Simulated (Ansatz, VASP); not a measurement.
## One calculation of HfO2, two programs

```
CELL_PARAMETERS angstrom
0.00000 2.55750 2.55750
2.55750 0.00000 2.55750
2.55750 2.55750 0.00000
ATOMIC_POSITIONS crystal
Hf 0.00000 0.00000 0.00000
O 0.25000 0.25000 0.25000
O 0.75000 0.75000 0.75000
```

Measurements of this composition are mostly on another form, of space group No. 14.

Alike in both runs: task relaxation of cell and atoms; functional PBE; k mesh 8 × 8 × 8; occupations gaussian, width 0.02 eV; no spin polarisation.

```csv
,VASP,Ansatz
version,VASP 6.6.1,Ansatz 0.2.0
potentials or method,"VASP PAW PBE potentials, release 64 (Hf_pv, O)","scalar-relativistic, plane waves, PAW"
plane-wave cutoff (eV),600,420
valence electrons in the cell,22,38
```

VASP gave:

| Quantity | Value |
| --- | --- |
| gap on the k mesh at the Fermi level, each at its own relaxed structure (eV) | 3.80 |
| relaxed volume (Å³/atom) | 10.87 |
| relaxed cell length with the largest relative difference (Å) | 3.586 |
| energy change over the relaxation (meV/atom) | -6 |

**Question.** Estimate Ansatz's values.

**Answer.** gap on the k mesh at the Fermi level, each at its own relaxed structure (eV): 3.75; relaxed volume (Å³/atom): 11.04; relaxed cell length with the largest relative difference (Å): 3.605; energy change over the relaxation (meV/atom): -1.

The two sets of potentials don't hold the same shells in valence.

Caveats: spin-orbit coupling is left out, which moves the levels of the heavy elements. Expect the measured gap to be larger: semilocal functionals such as PBE lack the derivative discontinuity. A k mesh can miss the band edges.
